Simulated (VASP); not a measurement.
Zr:

```xyz
2
Lattice="3.2320 0.0000 0.0000 -1.6160 2.7990 0.0000 0.0000 0.0000 5.1470" Properties=species:S:1:pos:R:3 pbc="T T T"
Zr   -0.0078    1.8869    1.3068
Zr    1.6238    0.9121    3.8402
```

The cell isn't the ideal one: atom 2 moved 0.06 Å.

Base run:

| Property | Result |
| --- | --- |
| Program | VASP 6.6.1 |
| Functional | RPBE |
| Potentials or basis | VASP PAW PBE potentials, release 64 (Zr_sv) |
| Cutoff | 520 eV |
| k mesh | 9 × 9 × 5 |
| Occupations | fermi-dirac, width 0.05 eV |
| Spin | no spin polarisation |

Its results: pressure 2.8 GPa; largest force 0.172 eV/Å.

**Question.** After a change of settings the same cell gave: pressure 0.3 GPa; largest force 0.168 eV/Å. Which change was it?
A. functional from RPBE to PBEsol
B. functional from RPBE to PW91
C. functional from RPBE to AM05
D. functional from RPBE to LDA; potentials or basis from VASP PAW PBE potentials, release 64 (Zr_sv) to VASP PAW LDA potentials, release 64 (Zr_sv)

**Answer.** B.

PW91 binds more tightly than RPBE, so the same cell stands under less pressure.

Caveats: the PAW data sets were made with another functional, which shifts forces and pressure a little.
